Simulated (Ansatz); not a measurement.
## Convergence of Zr₂N with the plane-wave cutoff

The calculation used DFT PBEsol, scalar-relativistic, plane waves, PAW in Ansatz 0.2.0.

```
CELL_PARAMETERS angstrom
5.41169 0.06418 -0.01060
0.06418 5.36851 0.01709
-0.00648 0.01045 3.33232
ATOMIC_POSITIONS crystal
Zr 0.30532 0.29893 0.00789
Zr 0.71034 0.68743 0.99757
Zr 0.80291 0.21492 0.51133
Zr 0.20677 0.79505 0.48916
N 0.00117 0.00493 0.99965
N 0.50060 0.51026 0.50577
```

| Item | Value |
| --- | --- |
| Γ-centred k-mesh | 6×6×8 |
| occupation rule | Gaussian smearing, 0.1 eV |
| spin treatment | unpolarised |
| valence charge of the PAW sets | Zr 12, N 5 |

The atoms stay fixed while the plane-wave cutoff is varied. ΔE is the energy extrapolated to zero smearing, less that of the reference run (600 eV). The cell was strained and its atoms displaced at random, so that forces don't vanish. Pressure is positive in compression and holds a correction for the finite cutoff (Pulay stress).

Times are rough; the reference took 2.7 min on 1 thread of Intel(R) Xeon(R) Processor @ 2.50GHz (Skylake/Cascade Lake) (shared host), peak memory 0.82 GiB.

```tsv
cutoff (eV)	ΔE (meV/atom)	P (GPa)	largest change of a force component (eV/Å)	plane waves at Γ	wall time (s)
200	?	?	?	?	?
250	?	?	?	?	?
300	111	-3.05	0.025	1131	60
350	22.0	-3.68	0.011	1441	65
420	1.81	-3.82	0.001	1877	87
600	0.00	-3.82	0.000	3247	160
```

(1) Fill in the withheld rows.

Answers

(1) The withheld rows:

| cutoff (eV) | ΔE (meV/atom) | P (GPa) | largest change of a force component (eV/Å) | plane waves at Γ | wall time (s) |
| --- | --- | --- | --- | --- | --- |
| 200 | 1878 | -8.29 | 0.223 | 611 | 47 |
| 250 | 494 | -3.38 | 0.103 | 859 | 52 |